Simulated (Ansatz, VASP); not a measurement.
**Al2Cu: VASP beside Ansatz**

```
CELL_PARAMETERS angstrom
3.95632 0.00000 0.00000
0.00000 3.95632 0.00000
0.00000 0.00000 2.88473
ATOMIC_POSITIONS crystal
Al 0.50000 0.00391 0.50000
Al 0.00000 0.48277 0.50000
Cu 0.00000 0.00566 0.00000
```

Change from the starting cell: mode 9 frozen in at -0.071 Å, equal normal strain along x and y -0.0400.

Alike in both runs: task single point; functional PBE; k mesh 10 × 10 × 14; occupations gaussian, width 0.15 eV; no spin polarisation.

```csv
,VASP,Ansatz
version,VASP 6.6.1,Ansatz 0.2.0
potentials or method,"VASP PAW PBE potentials, release 64 (Al, Cu)","scalar-relativistic, plane waves, PAW"
plane-wave cutoff (eV),520,520
valence electrons in the cell,17,25
```

```tsv
	VASP	Ansatz	Ansatz less VASP
gap on the k mesh at the Fermi level (eV)	none	none	-
pressure (GPa)	10.2	9.5	-0.73
largest component of the traceless stress (GPa)	3.25	3.28	+0.031
rms of the force components (eV/Å)	0.459	0.457	-0.0014
```

Atom by atom the forces differ by 0.002 eV/Å (rms over components). A gap of «none» marks a metal or a gap that the smearing closes. The functional is the same, so the differences come from potentials, cutoffs and numerics. The two sets of potentials don't hold the same shells in valence.

Caveats: forces of over 1 eV/Å show positions far from the minimum, so gaps and moduli don't describe the material at rest.
